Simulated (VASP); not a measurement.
# SrO: single point with PBE

SrO:

```
CELL_PARAMETERS angstrom
3.79915 -4.54831 0.00000
3.79915 4.54831 0.00000
0.00000 0.00000 3.77316
ATOMIC_POSITIONS crystal
Sr 0.00000 0.00000 0.00000
Sr 0.50000 0.50000 0.50000
O 0.70525 0.70525 0.00000
O 0.29475 0.29475 0.00000
```

The cell was built by a generator and needn't be a form met in nature.

The cell isn't the ideal one: ordered vacancies on the anion sites of rutile (Cmmm, No. 65).

- Program: VASP 6.6.1
- Task: single point
- Functional: PBE
- Potentials or basis: VASP PAW PBE potentials, release 64 (Sr_sv, O)
- Cutoff: 520 eV
- k mesh: 8 × 8 × 12
- Occupations: gaussian, width 0.1 eV
- Spin: no spin polarisation

```json
{
  "Pressure": "0.4 GPa",
  "Largest force": "0.071 eV/Å",
  "Band gap on the k mesh": "none (metal or under the smearing width)"
}
```

Forces on the atoms (eV/Å):
```
Sr   0.000  0.000  0.000
Sr   0.000  0.000  0.000
O   -0.071  0.000  0.000
O    0.071  0.000  0.000
```

Stress tensor (GPa, compression positive):
```
 0.95  0.00  0.00
 0.00 -0.05  0.00
 0.00  0.00  0.34
```

Levels at points of the mesh, in eV from the Fermi level:
```
           k point  band 12  band 13  band 14  band 15  band 16  band 17  band 18  band 19  band 20  band 21
(0.00, 0.00, 0.00)    -1.69    -1.61    -0.93    -0.51    -0.44    -0.01     2.06     3.69     4.53     6.23
(0.50, 0.00, 0.00)    -1.43    -1.37    -1.33    -1.22    -0.76     0.33     1.84     2.79     4.90     5.02
(0.50, 0.50, 0.00)    -1.63    -1.48    -1.22    -0.50    -0.01     0.41     2.59     2.80     3.73     5.30
(0.00, 0.00, 0.50)    -1.52    -1.33    -1.24    -1.13    -0.37     2.48     2.58     2.77     4.38     4.67
(0.50, 0.00, 0.50)    -1.63    -1.54    -0.98    -0.82    -0.34     1.84     3.31     3.50     4.32     5.25
(0.50, 0.50, 0.50)    -1.54    -1.47    -1.42    -0.95    -0.36     1.78     3.67     3.84     4.37     4.92
```

Wall time 8.1 min on 1 thread of AMD EPYC 9R45 96-Core Processor (Zen 5), on a shared host, peak memory 0.5 GiB.
